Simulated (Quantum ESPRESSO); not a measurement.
# InP (F-43m) in Quantum ESPRESSO: a series of runs

Runs on InP. Level: PBE. Tasks: single point, equation of state.

All numbers are computed with Quantum ESPRESSO 7.5; they aren't measurements. Logs are shortened: lines on timing, memory, paths and dates and some standing lists are left out, and cuts for length are marked.

**The experiment to reproduce.**

A printed reference work, data compilation reports, for a bulk crystal of InP: bulk modulus 71 GPa.

How close the calculation comes is told below.

## 1. The crystal as given

The structure is cubic, space group F-43m (No. 216). Conventional cell: a = 5.861 Å, b = 5.861 Å, c = 5.861 Å, α = 90.00°, β = 90.00°, γ = 90.00°. In (site symmetry -43m) has 4 P at 2.54 Å as nearest neighbours. Around P (site symmetry -43m) lie 4 In at 2.54 Å.

## 2. Single point, PBE, 23.66 Å³/atom

File pw.in:

```
&CONTROL
  calculation = 'scf'
  prefix = 'pwscf'
  outdir = './tmp'
  pseudo_dir = './pseudo'
  tprnfor = .true.
  tstress = .true.
  disk_io = 'nowf'
/
&SYSTEM
  ibrav = 0
  nat = 2
  ntyp = 2
  ecutwfc = 70
  nbnd = 15
  occupations = 'smearing'
  smearing = 'fd'
  degauss = 0.00367493
/
&ELECTRONS
  conv_thr = 4d-10
  electron_maxstep = 120
  mixing_beta = 0.5
/
ATOMIC_SPECIES
In   114.8180 In.upf
P     30.9738 P.upf
CELL_PARAMETERS angstrom
   0.0000000000    2.8706770916    2.8706770916
   2.8706770916    0.0000000000    2.8706770916
   2.8706770916    2.8706770916    0.0000000000
ATOMIC_POSITIONS crystal
In     0.0000000000    0.0000000000    0.0000000000
P      0.7500000000    0.7500000000    0.7500000000
K_POINTS automatic
8 8 8 0 0 0
```

Potentials or basis: PseudoDojo 0.5 SR PBE standard.

The run is started by

```sh
$ OMP_NUM_THREADS=1 pw.x -in pw.in > pw.out
```

pw.out:

```text
This program is part of the open-source Quantum ESPRESSO suite
     for quantum simulation of materials; please cite
[... 9 lines left out ...]
     --------------------
     sticks:   dense  smooth     PW     G-vecs:    dense   smooth      PW
     Sum        1135    1135    337                25125    25125    4015

     Using Slab Decomposition

     bravais-lattice index     =            0
     lattice parameter (alat)  =       7.6718  a.u.
     unit-cell volume          =     319.2858 (a.u.)^3
     number of atoms/cell      =            2
     number of atomic types    =            2
     number of electrons       =        18.00
     number of Kohn-Sham states=           15
     kinetic-energy cutoff     =      70.0000  Ry
     charge density cutoff     =     280.0000  Ry
     scf convergence threshold =      4.0E-10
     mixing beta               =       0.5000
     number of iterations used =            8  plain     mixing
     Exchange-correlation= PBE
                           (   1   4   3   4   0   0   0)

     celldm(1)=   7.671817  celldm(2)=   0.000000  celldm(3)=   0.000000
     celldm(4)=   0.000000  celldm(5)=   0.000000  celldm(6)=   0.000000

     crystal axes: (cart. coord. in units of alat)
               a(1) = (   0.000000   0.707107   0.707107 )
               a(2) = (   0.707107   0.000000   0.707107 )
               a(3) = (   0.707107   0.707107   0.000000 )

     reciprocal axes: (cart. coord. in units 2 pi/alat)
               b(1) = ( -0.707107  0.707107  0.707107 )
               b(2) = (  0.707107 -0.707107  0.707107 )
               b(3) = (  0.707107  0.707107 -0.707107 )

     PseudoPot. # 1 for In read from file:
     In.upf
     Pseudo is Norm-conserving + core correction, Zval = 13.0
     Generated using ONCVPSP code by D. R. Hamann
     Using radial grid of 1964 points,  6 beta functions with:
                l(1) =   0
                l(2) =   0
                l(3) =   1
                l(4) =   1
                l(5) =   2
                l(6) =   2

     PseudoPot. # 2 for P  read from file:
     P.upf
     Pseudo is Norm-conserving + core correction, Zval =  5.0
     Generated using ONCVPSP code by D. R. Hamann
     Using radial grid of 1298 points,  6 beta functions with:
                l(1) =   0
                l(2) =   0
                l(3) =   1
                l(4) =   1
                l(5) =   2
                l(6) =   2

     atomic species   valence    mass     pseudopotential
     In               13.00   114.81800     In( 1.00)
     P                 5.00    30.97380     P ( 1.00)

     24 Sym. Ops. (no inversion) found

   Cartesian axes

     site n.     atom                  positions (alat units)
         1        In     tau(   1) = (   0.0000000   0.0000000   0.0000000  )
         2        P      tau(   2) = (   1.0606602   1.0606602   1.0606602  )

     number of k points=    29  Fermi-Dirac smearing, width (Ry)=  0.0037
                       cart. coord. in units 2pi/alat
        k(    1) = (   0.0000000   0.0000000   0.0000000), wk =   0.0039062
        k(    2) = (   0.0883883   0.0883883  -0.0883883), wk =   0.0312500
        k(    3) = (   0.1767767   0.1767767  -0.1767767), wk =   0.0312500
        k(    4) = (   0.2651650   0.2651650  -0.2651650), wk =   0.0312500
        k(    5) = (  -0.3535534  -0.3535534   0.3535534), wk =   0.0156250
        k(    6) = (   0.1767767   0.0000000   0.0000000), wk =   0.0234375
[... 21 lines left out ...]
        k(   28) = (  -0.7071068   0.1767767  -0.0000000), wk =   0.0468750
        k(   29) = (  -0.7071068   0.3535534   0.0000000), wk =   0.0234375

     Dense  grid:    25125 G-vectors     FFT dimensions: (  45,  45,  45)

     Initial potential from superposition of free atoms

     starting charge      17.9960, renormalised to      18.0000
     Starting wfcs are   13 randomized atomic wfcs +    2 random wfcs

     Self-consistent Calculation

     iteration #  1     ecut=    70.00 Ry     beta= 0.50
     Davidson diagonalization with overlap
     ethr =  1.00E-02,  avg # of iterations =  4.9

     Threshold (ethr) on eigenvalues was too large:
     Diagonalizing with lowered threshold

     Davidson diagonalization with overlap
     ethr =  6.15E-04,  avg # of iterations =  1.7

     total energy              =    -146.75625275 Ry
     estimated scf accuracy    <       0.10833685 Ry

     iteration #  2     ecut=    70.00 Ry     beta= 0.50
     Davidson diagonalization with overlap
     ethr =  6.02E-04,  avg # of iterations =  2.2

     total energy              =    -146.77873975 Ry
     estimated scf accuracy    <       0.00613903 Ry

     iteration #  3     ecut=    70.00 Ry     beta= 0.50
     Davidson diagonalization with overlap
     ethr =  3.41E-05,  avg # of iterations =  5.9

     total energy              =    -146.77919080 Ry
     estimated scf accuracy    <       0.00124971 Ry

     iteration #  4     ecut=    70.00 Ry     beta= 0.50
     Davidson diagonalization with overlap
     ethr =  6.94E-06,  avg # of iterations =  2.2

     total energy              =    -146.77924518 Ry
     estimated scf accuracy    <       0.00002224 Ry

     iteration #  5     ecut=    70.00 Ry     beta= 0.50
     Davidson diagonalization with overlap
     ethr =  1.24E-07,  avg # of iterations =  4.3

     total energy              =    -146.77925820 Ry
     estimated scf accuracy    <       0.00000204 Ry

     iteration #  6     ecut=    70.00 Ry     beta= 0.50
     Davidson diagonalization with overlap
     ethr =  1.13E-08,  avg # of iterations =  2.2

     total energy              =    -146.77925877 Ry
     estimated scf accuracy    <       0.00000013 Ry

     iteration #  7     ecut=    70.00 Ry     beta= 0.50
     Davidson diagonalization with overlap
     ethr =  7.41E-10,  avg # of iterations =  2.5

     total energy              =    -146.77925881 Ry
     estimated scf accuracy    <       0.00000001 Ry

     iteration #  8     ecut=    70.00 Ry     beta= 0.50
     Davidson diagonalization with overlap
     ethr =  6.32E-11,  avg # of iterations =  3.4

     total energy              =    -146.77925882 Ry
     estimated scf accuracy    <          1.7E-09 Ry

     iteration #  9     ecut=    70.00 Ry     beta= 0.50
     Davidson diagonalization with overlap
     ethr =  9.72E-12,  avg # of iterations =  2.5

     End of self-consistent calculation

          k = 0.0000 0.0000 0.0000 (  3143 PWs)   bands (ev):

    -6.4260  -6.4260  -6.4260  -6.2437  -6.2437  -3.9951   7.9657   7.9657
     7.9657   9.0148  12.0498  12.0498  12.0498  16.8505  17.4735

          k = 0.0884 0.0884-0.0884 (  3164 PWs)   bands (ev):

    -6.4503  -6.4169  -6.4169  -6.2436  -6.2436  -3.7988   6.4245   7.7590
     7.7590   9.8730  12.2666  12.3498  12.3498  16.8169  16.8170

          k = 0.1768 0.1768-0.1768 (  3167 PWs)   bands (ev):

    -6.5047  -6.3977  -6.3977  -6.2405  -6.2405  -3.2494   4.3933   7.3518
     7.3518   9.9383  12.7909  12.7909  13.4780  16.6000  16.6001

          k = 0.2652 0.2652-0.2652 (  3160 PWs)   bands (ev):

    -6.5544  -6.3834  -6.3834  -6.2321  -6.2321  -2.5031   2.6680   7.0228
     7.0228   9.7095  12.8333  12.8333  14.8260  17.1229  17.5981

          k =-0.3536-0.3536 0.3536 (  3142 PWs)   bands (ev):

    -6.5740  -6.3791  -6.3791  -6.2268  -6.2268  -2.0639   1.8900   6.9016
     6.9016   9.6140  12.7717  12.7717  15.2019  17.7742  18.7595

          k = 0.1768 0.0000 0.0000 (  3163 PWs)   bands (ev):

    -6.4672  -6.4081  -6.4081  -6.2514  -6.2374  -3.7344   6.4664   7.3920
     7.3920  10.4332  11.3882  12.8439  12.8439  15.7863  17.6171

          k = 0.2652 0.0884-0.0884 (  3161 PWs)   bands (ev):

    -6.5108  -6.3916  -6.3877  -6.2569  -6.2312  -3.3036   4.9291   6.9330
     6.9710  10.7794  11.5819  13.4022  13.4807  15.5766  17.5035

          k = 0.3536 0.1768-0.1768 (  3146 PWs)   bands (ev):

    -6.5541  -6.3792  -6.3712  -6.2525  -6.2248  -2.6083   3.2029   6.4439
     6.6423  10.5761  12.2899  13.5862  13.8904  16.7664  18.1619

          k =-0.2652-0.4419 0.4419 (  3158 PWs)   bands (ev):

    -6.5777  -6.3743  -6.3659  -6.2402  -6.2247  -1.9944   2.0757   6.0399
     6.6211  10.4538  12.3737  13.3400  15.1869  17.3777  18.7860

          k =-0.1768-0.3536 0.3536 (  3162 PWs)   bands (ev):

    -6.5700  -6.3751  -6.3705  -6.2356  -6.2321  -2.1497   2.3402   5.9002
     6.8703  10.5046  12.5479  13.1439  15.0386  17.2426  17.8007

          k =-0.0884-0.2652 0.2652 (  3152 PWs)   bands (ev):

    -6.5340  -6.3857  -6.3823  -6.2473  -6.2331  -2.8585   3.7461   6.1018
     7.3021  10.6776  12.7886  12.9391  13.6284  15.9861  17.8766

          k = 0.0000-0.1768 0.1768 (  3160 PWs)   bands (ev):

    -6.4858  -6.4065  -6.3983  -6.2490  -6.2378  -3.4848   5.3803   6.7742
     7.7067  10.5509  12.1793  12.4982  13.2186  15.9354  16.9684

          k = 0.3536 0.0000 0.0000 (  3178 PWs)   bands (ev):

    -6.5516  -6.3638  -6.3638  -6.2735  -6.2222  -3.0087   4.5853   6.4163
     6.4163  10.3904  11.2664  14.5052  14.5052  15.0237  18.0171

          k = 0.4419 0.0884-0.0884 (  3156 PWs)   bands (ev):

    -6.5866  -6.3483  -6.3430  -6.2794  -6.2155  -2.4261   3.4351   5.7660
     6.0869  10.4299  11.4208  14.2879  15.0109  16.7467  18.5137

          k =-0.1768-0.5303 0.5303 (  3168 PWs)   bands (ev):

    -6.5998  -6.3511  -6.3353  -6.2693  -6.2177  -1.7879   2.3929   5.0179
     6.0606  10.5205  12.4935  14.2851  14.7523  17.7721  18.8812

          k =-0.0884-0.4419 0.4419 (  3171 PWs)   bands (ev):

    -6.5907  -6.3608  -6.3412  -6.2521  -6.2318  -1.6737   2.2434   4.6182
     6.3438  10.7575  13.0313  14.3007  14.9879  16.8644  17.3008

          k = 0.0000-0.3536 0.3536 (  3150 PWs)   bands (ev):

    -6.5661  -6.3706  -6.3606  -6.2455  -6.2379  -2.2284   3.0088   4.8839
     6.8400  11.1083  13.1230  13.6871  13.7095  16.0998  18.6707

          k = 0.5303-0.0000 0.0000 (  3162 PWs)   bands (ev):

    -6.6227  -6.3177  -6.3177  -6.2985  -6.2070  -1.9956   2.8439   5.6905
     5.6905   9.7817  10.6112  16.4491  16.4491  16.4932  18.5345

          k =-0.0884-0.6187 0.6187 (  3166 PWs)   bands (ev):

    -6.6336  -6.3183  -6.3079  -6.2945  -6.2068  -1.5002   2.2004   5.0523
     5.6007   9.9825  10.9333  16.0965  16.5571  17.9933  18.9934

          k = 0.0000-0.5303 0.5303 (  3180 PWs)   bands (ev):

    -6.6173  -6.3376  -6.3160  -6.2775  -6.2190  -1.3441   2.0901   4.3528
     5.8446  10.2855  12.4785  15.6476  15.6862  16.6033  17.9794

          k =-0.7071 0.0000 0.0000 (  3138 PWs)   bands (ev):

    -6.6495  -6.3094  -6.2980  -6.2980  -6.2006  -1.3413   1.9348   5.4299
     5.4299   9.6166  10.2155  17.6052  17.9583  17.9583  18.8076

          k = 0.3536 0.1768 0.0000 (  3151 PWs)   bands (ev):

    -6.5499  -6.3742  -6.3664  -6.2633  -6.2252  -2.7944   3.9622   5.7956
     6.7986  11.3529  11.5603  13.2133  14.3014  15.9031  18.3237

          k =-0.2652-0.4419 0.6187 (  3156 PWs)   bands (ev):

    -6.5786  -6.3678  -6.3488  -6.2584  -6.2248  -2.1076   2.7514   5.2011
     6.3762  11.3425  12.1980  13.3270  14.8203  16.7757  19.0932

          k =-0.1768-0.3536 0.5303 (  3152 PWs)   bands (ev):

    -6.5891  -6.3671  -6.3428  -6.2508  -6.2278  -1.7124   2.1246   5.0565
     6.1735  11.3169  12.1093  13.9839  15.3751  16.6100  18.8630

          k =-0.1768-0.5303 0.7071 (  3163 PWs)   bands (ev):

    -6.6091  -6.3405  -6.3232  -6.2822  -6.2138  -1.8585   2.6827   5.1487
     5.6627  10.8144  11.3813  14.1581  16.4743  16.8787  19.5773

          k =-0.0884-0.4419 0.6187 (  3160 PWs)   bands (ev):

    -6.6096  -6.3493  -6.3169  -6.2716  -6.2219  -1.4150   2.1801   4.5641
     5.4927  11.1667  12.5123  13.9183  15.6176  17.1303  19.3710

          k = 0.0000-0.3536 0.5303 (  3144 PWs)   bands (ev):

    -6.5968  -6.3603  -6.3255  -6.2610  -6.2297  -1.5602   2.3339   4.4311
     5.8289  11.5263  12.8890  13.3761  15.6530  16.4673  18.1015

          k =-0.7071 0.1768-0.0000 (  3176 PWs)   bands (ev):

    -6.6317  -6.3236  -6.3101  -6.2857  -6.2107  -1.2906   2.0130   5.0669
     5.0681  10.5992  11.1246  15.8502  15.9346  18.4742  19.3390

          k =-0.7071 0.3536 0.0000 (  3156 PWs)   bands (ev):

    -6.6105  -6.3524  -6.3104  -6.2689  -6.2257  -1.2384   2.1021   4.7440
     4.7664  12.2621  12.5966  13.6891  14.1693  18.6383  19.4585

     the Fermi energy is     8.5203 ev

!    total energy              =    -146.77925882 Ry
     estimated scf accuracy    <          2.6E-10 Ry
     smearing contrib. (-TS)   =      -0.00000002 Ry
     internal energy E=F+TS    =    -146.77925880 Ry

     The total energy is F=E-TS. E is the sum of the following terms:
     one-electron contribution =     -46.73532544 Ry
     hartree contribution      =      35.84008134 Ry
     xc contribution           =     -44.29389986 Ry
     ewald contribution        =     -91.59011484 Ry

     convergence has been achieved in   9 iterations

     Forces acting on atoms (cartesian axes, Ry/au):

     atom    1 type  1   force =     0.00000000   -0.00000000    0.00000000
     atom    2 type  2   force =     0.00000000    0.00000000   -0.00000000

     Total force =     0.000000     Total SCF correction =     0.000000

     Computing stress (Cartesian axis) and pressure

          total   stress  (Ry/bohr**3)                   (kbar)     P=       87.12
   0.00059225  -0.00000000  -0.00000000           87.12       -0.00       -0.00
  -0.00000000   0.00059225  -0.00000000           -0.00       87.12       -0.00
   0.00000000  -0.00000000   0.00059225            0.00       -0.00       87.12

=------------------------------------------------------------------------------=
   JOB DONE.
=------------------------------------------------------------------------------=
```

Run time: 23 s. Hardware: 1 thread of Intel Xeon 6975P-C (Granite Rapids), shared host; peak memory 0.07 GiB.

Results:

```yaml
Free_energy: -1997.0336 eV
Pressure: 8.7 GPa
Band_gap_on_the_k_mesh: 1.05 eV, direct
```

Caveat: spin-orbit coupling is left out, which moves the levels of the heavy elements.

## 3. Single point, PBE, 24.16 Å³/atom

pw.in: that of step 2 with these lines changed.

```diff
@@ -28,5 +28,5 @@
 CELL_PARAMETERS angstrom
-   0.0000000000    2.8706770916    2.8706770916
-   2.8706770916    0.0000000000    2.8706770916
-   2.8706770916    2.8706770916    0.0000000000
+   0.0000000000    2.8908937935    2.8908937935
+   2.8908937935    0.0000000000    2.8908937935
+   2.8908937935    2.8908937935    0.0000000000
 ATOMIC_POSITIONS crystal
```

Potentials or basis: PseudoDojo 0.5 SR PBE standard.

The run is started by

```sh
$ OMP_NUM_THREADS=1 pw.x -in pw.in > pw.out
```

It took 23 s on 1 thread of Intel Xeon 6975P-C (Granite Rapids), shared host; peak memory 0.07 GiB.

Results (log left out):

```yaml
Free_energy: -1997.0820 eV
Pressure: 6.8 GPa
Band_gap_on_the_k_mesh: 0.93 eV, direct
```

Caveat: spin-orbit coupling is left out, which moves the levels of the heavy elements.

## 4. Single point, PBE, 24.66 Å³/atom

pw.in: that of step 3 with these lines changed.

```diff
@@ -28,5 +28,5 @@
 CELL_PARAMETERS angstrom
-   0.0000000000    2.8908937935    2.8908937935
-   2.8908937935    0.0000000000    2.8908937935
-   2.8908937935    2.8908937935    0.0000000000
+   0.0000000000    2.9108316221    2.9108316221
+   2.9108316221    0.0000000000    2.9108316221
+   2.9108316221    2.9108316221    0.0000000000
 ATOMIC_POSITIONS crystal
```

The run is started by

```sh
$ OMP_NUM_THREADS=1 pw.x -in pw.in > pw.out
```

Wall time 23 s (1 thread of Intel Xeon 6975P-C (Granite Rapids), shared host); peak memory 0.07 GiB.

Results (log left out):

* Free energy: -1997.1188 eV
* Pressure: 5.0 GPa
* Band gap on the k mesh: 0.82 eV, direct

Caveat: spin-orbit coupling is left out, which moves the levels of the heavy elements.

## 5. Single point, PBE, 25.17 Å³/atom

pw.in: that of step 4 with these lines changed.

```diff
@@ -28,5 +28,5 @@
 CELL_PARAMETERS angstrom
-   0.0000000000    2.9108316221    2.9108316221
-   2.9108316221    0.0000000000    2.9108316221
-   2.9108316221    2.9108316221    0.0000000000
+   0.0000000000    2.9305000000    2.9305000000
+   2.9305000000    0.0000000000    2.9305000000
+   2.9305000000    2.9305000000    0.0000000000
 ATOMIC_POSITIONS crystal
```

The run is started by

```sh
$ OMP_NUM_THREADS=1 pw.x -in pw.in > pw.out
```

Wall time 21 s (1 thread of Intel Xeon 6975P-C (Granite Rapids), shared host); peak memory 0.08 GiB.

The run converged. Its results:

```yaml
Free_energy: -1997.1452 eV
Pressure: 3.4 GPa
Band_gap_on_the_k_mesh: 0.71 eV, direct
```

Caveat: spin-orbit coupling is left out, which moves the levels of the heavy elements.

## 6. Single point, PBE, 25.67 Å³/atom

pw.in: that of step 5 with these lines changed.

```diff
@@ -28,5 +28,5 @@
 CELL_PARAMETERS angstrom
-   0.0000000000    2.9305000000    2.9305000000
-   2.9305000000    0.0000000000    2.9305000000
-   2.9305000000    2.9305000000    0.0000000000
+   0.0000000000    2.9499078504    2.9499078504
+   2.9499078504    0.0000000000    2.9499078504
+   2.9499078504    2.9499078504    0.0000000000
 ATOMIC_POSITIONS crystal
```

Potentials or basis: PseudoDojo 0.5 SR PBE standard.

The run is started by

```sh
$ OMP_NUM_THREADS=1 pw.x -in pw.in > pw.out
```

Wall time 27 s (1 thread of Intel Xeon 6975P-C (Granite Rapids), shared host); peak memory 0.08 GiB.

Results (log left out):

```yaml
Free_energy: -1997.1620 eV
Pressure: 2.0 GPa
Band_gap_on_the_k_mesh: 0.60 eV, direct
```

Caveat: spin-orbit coupling is left out, which moves the levels of the heavy elements.

## 7. Single point, PBE, 26.17 Å³/atom

pw.in: that of step 6 with these lines changed.

```diff
@@ -28,5 +28,5 @@
 CELL_PARAMETERS angstrom
-   0.0000000000    2.9499078504    2.9499078504
-   2.9499078504    0.0000000000    2.9499078504
-   2.9499078504    2.9499078504    0.0000000000
+   0.0000000000    2.9690636329    2.9690636329
+   2.9690636329    0.0000000000    2.9690636329
+   2.9690636329    2.9690636329    0.0000000000
 ATOMIC_POSITIONS crystal
```

The run is started by

```sh
$ OMP_NUM_THREADS=1 pw.x -in pw.in > pw.out
```

Wall time 27 s (1 thread of Intel Xeon 6975P-C (Granite Rapids), shared host); peak memory 0.08 GiB.

It converged, with:

* Free energy: -1997.1704 eV
* Pressure: 0.7 GPa
* Band gap on the k mesh: 0.50 eV, direct

Caveat: spin-orbit coupling is left out, which moves the levels of the heavy elements.

## 8. Single point, PBE, 26.68 Å³/atom

pw.in: that of step 7 with these lines changed.

```diff
@@ -28,5 +28,5 @@
 CELL_PARAMETERS angstrom
-   0.0000000000    2.9690636329    2.9690636329
-   2.9690636329    0.0000000000    2.9690636329
-   2.9690636329    2.9690636329    0.0000000000
+   0.0000000000    2.9879753761    2.9879753761
+   2.9879753761    0.0000000000    2.9879753761
+   2.9879753761    2.9879753761    0.0000000000
 ATOMIC_POSITIONS crystal
```

The run is started by

```sh
$ OMP_NUM_THREADS=1 pw.x -in pw.in > pw.out
```

Wall time 28 s (1 thread of Intel Xeon 6975P-C (Granite Rapids), shared host); peak memory 0.08 GiB.

It converged, with:

```
Free energy            : -1997.1713 eV
Pressure               : -0.4 GPa
Band gap on the k mesh : 0.39 eV, direct
```

Caveat: spin-orbit coupling is left out, which moves the levels of the heavy elements.

## 9. Equation of state, PBE

Potentials or basis: PseudoDojo 0.5 SR PBE standard.

This step only gathers the single runs of the series.

What came out:

```
Equilibrium volume                      : 26.48 Å³/atom
Bulk modulus                            : 60 GPa
Pressure derivative of the bulk modulus : 4.6
```

Energy against volume, from the lowest point:
| volume (Å³/atom) | energy (meV/atom) |
| --- | --- |
| 23.657 | 68.85 |
| 24.160 | 44.61 |
| 24.663 | 26.20 |
| 25.167 | 13.05 |
| 25.670 | 4.61 |
| 26.173 | 0.41 |
| 26.677 | 0.00 |

## 10. Comparison with measurements

Step 9. Measured bulk modulus of InP: 71 GPa (a printed reference work, data compilation). This calculation gives 60 GPa (-16.0 %). The fit is for a static lattice scaled at fixed shape and fixed fractional positions.
